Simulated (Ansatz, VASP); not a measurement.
**Two plane-wave programs on Sc**

INCAR

```
SYSTEM = Sc
PREC = Accurate
ENCUT = 600
EDIFF = 1E-6
ISMEAR = 0
SIGMA = 0.1
LREAL = .False.
LASPH = .True.
NELM = 100
ALGO = Normal
ISIF = 3
LWAVE = .False.
LCHARG = .False.
GGA = PS
IBRION = 2
NSW = 80
EDIFFG = -0.05
```

File KPOINTS:

```
Automatic mesh
0
Gamma
  8 8 8
  0 0 0
```

The input POSCAR:

```
Sc
1.0
   -1.6741591748      1.6741591748      1.6741591748
    1.6741591748     -1.6741591748      1.6741591748
    1.6741591748      1.6741591748     -1.6741591748
Sc
1
Direct
    0.0000000000      0.0000000000      0.0000000000
```

Input for Ansatz:

```yaml
crystal:
  lattice:
    - [-1.6741591748, 1.6741591748, 1.6741591748]
    - [1.6741591748, -1.6741591748, 1.6741591748]
    - [1.6741591748, 1.6741591748, -1.6741591748]
  atoms:
    - { symbol: Sc, position: [0.0, 0.0, 0.0] }
basis:
  ecutwfc: 420
kpoints:
  mp_grid: { grid: [8, 8, 8] }
hamiltonian:
  xc: pbesol
scf:
  occupations: { method: gaussian, width: 0.1 }
output:
  forces: true
  stress: true
  eigenvalues: true
relax:
  adjacent_minimum: "off"
  f_tol: 0.05
  max_steps: 60
  cell: { stress_tol: 0.5 }
```

Alike in both runs: task relaxation of cell and atoms; functional PBEsol; k mesh 8 × 8 × 8; occupations gaussian, width 0.1 eV; no spin polarisation.

|  | VASP | Ansatz |
| --- | --- | --- |
| version | VASP 6.6.1 | Ansatz 0.2.0 |
| potentials or method | VASP PAW PBE potentials, release 64 (Sc_sv) | scalar-relativistic, plane waves, PAW |
| plane-wave cutoff (eV) | 600 | 420 |
| valence electrons in the cell | 11 | 11 |

VASP gave:

```
gap on the k mesh at the Fermi level, each at its own relaxed structure (eV) : none
relaxed volume (Å³/atom)                                                     : 23.79
relaxed cell length with the largest relative difference (Å)                 : 3.138
energy change over the relaxation (meV/atom)                                 : -262
```

Task: Estimate Ansatz's values.

Result: gap on the k mesh at the Fermi level, each at its own relaxed structure (eV): none; relaxed volume (Å³/atom): 23.75; relaxed cell length with the largest relative difference (Å): 3.136; energy change over the relaxation (meV/atom): -260.

A gap of «none» marks a metal or a gap that the smearing closes.

Caveats: the volume moved by over 15 % at a fixed basis, so the end points are rough (VASP); the PAW data sets were made with another functional, which shifts forces and pressure a little (VASP). Zero-point motion and thermal expansion aren't in these numbers.
